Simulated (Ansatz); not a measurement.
# Cd in Ansatz: the effect of functional

Cd:

```xyz
1
Lattice="-1.7843 1.7843 1.7843 1.7843 -1.7843 1.7843 1.7843 1.7843 -1.7843" Properties=species:S:1:pos:R:3 pbc="T T T"
Cd    0.0000    0.0000    0.0000
```

This isn't the form of Cd at room conditions, which is hcp.

Alike in all runs:

| Property | Result |
| --- | --- |
| Program | Ansatz 0.2.0 |
| Task | projected density of states |
| Potentials or basis | Ansatz PAW |
| k mesh | 6 × 6 × 6 |
| Occupations | fermi-dirac, width 0.05 eV |
| Spin | no spin polarisation |

Task: One run gave: pressure -4.4 GPa. Which functional did it use?
A. LDA
B. HSE06
C. PBEsol
D. r2SCAN
E. r2SCAN0

Result: A.

```tsv
functional	cutoff	pressure (GPa)
LDA	420 eV (not typed: the program's choice for these potentials)	-4.4
PBEsol	420 eV (not typed: the program's choice for these potentials)	-2.0
r2SCAN	500 eV (not typed: the program's choice for these potentials)	-0.8
HSE06	420 eV (not typed: the program's choice for these potentials)	-0.2
PBE0	420 eV (not typed: the program's choice for these potentials)	-0.7
r2SCAN0	500 eV (not typed: the program's choice for these potentials)	-1.9
```

Caveats: all runs use coarse meshes; the PAW data sets come from PBE, with cores solved anew for the run's functional, which leaves a small shift of forces and pressure; the density of states is complete only up to the lowest level of the last band computed; the thresholds are loose for stress (some runs).

Runs at the PBE level aren't shown here.
